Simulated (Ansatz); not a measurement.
Ti₃SiC₂:
```xyz
12
Lattice="3.0671 0.0000 0.0000 -1.5335 2.6562 0.0000 0.0000 0.0000 17.6744" Properties=species:S:1:pos:R:3 pbc="T T T"
Si     0.0000     0.0000     4.4186
Si     0.0000     0.0000    13.2558
C      0.0000     1.7708    10.1187
C      1.5335     0.8854     1.2815
C      0.0000     1.7708    16.3930
C      1.5335     0.8854     7.5557
Ti     0.0000     1.7708     2.3892
Ti     1.5335     0.8854    11.2264
Ti     0.0000     1.7708     6.4480
Ti     1.5335     0.8854    15.2852
Ti     0.0000     0.0000     0.0000
Ti     0.0000     0.0000     8.8372
```

Relaxed with r²SCAN.

Task: Decompose the optical modes at the zone centre into irreducible representations, and say which are infrared and Raman allowed.

Result: Point group 6/mmm: Γ_opt = 2A1g + 3A2u + 3B1g + 3B2u + 2E1g + 3E1u + 3E2g + 3E2u. Infrared: A2u, E1u. Raman: A1g, E1g, E2g.

Task: Assign frequencies (DFPT, r²SCAN in the plane-wave PAW code Ansatz).

Result: E2u 92, E2g 132, B2u 137, E1g 193, E1u 198, B1g 206, E2g 227, E2u 274, E1u 276, A1g 282, A2u 338, B1g 384, B2u 409, A2u 442, B2u 565, A2u 571, E1u 613, E2u 614, E1g 617, E2g 617, B1g 678, A1g 682 cm⁻¹.

Subscripts of B labels follow the axes of the standard setting.

Space group P6_3/mmc. The cell was relaxed with r²SCAN under the symmetry of its start; of distortions, only those at the zone centre were tested. The run is not spin-polarised. As this level gives no gap, phonon frequencies hold no LO–TO term and depend on the k-mesh and smearing (Fermi–Dirac, 0.1 eV here).

Potentials: the later of the program's two PAW sets.
